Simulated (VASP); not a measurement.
MgS (Niningerite):

```
S Mg
1.0
     0.00000    2.60165    2.60165
     2.60165    0.00000    2.60165
     2.60165    2.60165    0.00000
S Mg
1 1
Direct
  0.50000 0.50000 0.50000
  0.00000 0.00000 0.00000
```

Program: VASP 6.6.1. Alike in all runs: task single point; level PBE0(alpha); potentials or basis VASP PAW PBE potentials, release 64 (S, Mg); no spin polarisation; cell as given; k mesh 5 × 5 × 5; cutoff (eV) 520; smearing fermi-dirac 0.05 eV.

Question: Order these runs on this cell by their band gap on the k mesh, lowest first.
A. share of exact exchange 0.1
B. share of exact exchange 0.3
C. share of exact exchange 0.4
D. share of exact exchange 0.05
E. share of exact exchange 0.15

Answer: D (3.53 eV), A (3.87 eV), E (4.22 eV), B (5.28 eV), C (6.00 eV).

Caveats: an odd mesh through Γ misses points on the zone boundary, where band edges often lie.
